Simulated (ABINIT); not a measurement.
Runs of ABINIT 10.8.3 (patched build) on Si2Mo. Symmetry: I4/mmm, No. 139, tetragonal system. The conventional cell has a = 3.200 Å, b = 3.200 Å, c = 7.861 Å, α = 90.00°, β = 90.00°, γ = 90.00°. Mo (site symmetry 4/mmm) has 10 Si at 2.62 Å as nearest neighbours. Si (site symmetry 4mm) has 5 Si at 2.61 to 2.63 Å and 5 Mo at 2.62 Å as nearest neighbours. 

```tsv
task	level	potentials or basis	cell	k mesh	cutoff (eV)	fine-grid cutoff	cell freedom (optcell)	cutoff smearing ecutsm (Ha)	optimiser (ionmov)	force stop (Ha/bohr)	gap on the mesh (eV)	pressure (GPa)	largest force (eV/Å)
single point	r2SCAN	Ansatz PAW PBE default generated set, frozen core	as given	8 × 8 × 8	490	979.61 eV	-	-	-	-	none	-1.7	(a)
single point	r2SCAN	PseudoDojo NC SR PBE v0.4.1 standard	as given	8 × 8 × 8	1306	-	-	-	-	-	none	0.3	0.43
single point	r2SCAN	JTH PAW PBE v2.0	as given	8 × 8 × 8	490	979.61 eV	-	-	-	-	none	-1.1	0.38
single point	r2SCAN	SG15 NC PBE v1.2	as given	8 × 8 × 8	599	-	-	-	-	-	none	(b)	(c)
relaxation of cell and atoms	LDA	JTH PAW LDA v2.0	relaxed	12 × 12 × 12	408	816.342 eV	2	0.5	2	5e-05	none	0.0	-
single point	r2SCAN	Ansatz NC r2SCAN	as given	8 × 8 × 8	1306	-	-	-	-	-	none	-1.4	0.38
```

Alike in all rows: no spin polarisation; smearing fermi-dirac 0.05 eV.

**Question.** Estimate the missing entries.

**Answer.** (a) 0.39; (b) -0.4; (c) 0.42.

Caveats: the PAW data sets were made with another functional, which shifts forces and pressure a little (some runs); the potentials were made for another functional, which shifts forces and pressure (some runs); the atomic spheres overlap (some runs); a meta-GGA on potentials with a model core is unreliable (some runs).

A k mesh can miss the band edges, and the runs leave out spin-orbit coupling on Mo.

A gap of «none» marks a metal or a gap under the smearing width.
